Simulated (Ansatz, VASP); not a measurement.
# Two plane-wave programs on BeTe

```
Be Te
1.0
     0.00000    2.85648    2.85648
     2.85648    0.00000    2.85648
     2.85648    2.85648    0.00000
Be Te
1 1
Direct
  0.00000 0.00000 0.00000
  0.25000 0.25000 0.25000
```

Alike in both runs: task single point; functional r2SCAN; k mesh 8 × 8 × 8; occupations gaussian, width 0.02 eV; no spin polarisation.

|  | VASP | Ansatz |
| --- | --- | --- |
| version | VASP 6.6.1 | Ansatz 0.2.0 |
| potentials or method | VASP PAW PBE potentials, release 64 (Be, Te) | scalar-relativistic, plane waves, PAW |
| plane-wave cutoff (eV) | 520 | 500 |
| valence electrons in the cell | 8 | 18 |

```csv
,VASP,Ansatz,Ansatz less VASP
gap on the k mesh at the Fermi level (eV),2.44,2.44,+0.005
least direct gap on the mesh (eV),4.06,4.07,+0.008
pressure (GPa),-1.5,-1.6,-0.13
```

The functional is the same, so the differences come from potentials, cutoffs and numerics. The two sets of potentials don't hold the same shells in valence.

Caveats: the PAW data sets were made with another functional, which shifts forces and pressure a little (VASP); spin-orbit coupling is left out, which moves the levels of the heavy elements. r2SCAN opens gaps a little over a GGA but as a rule still falls short of measured ones. A k mesh can miss the band edges.
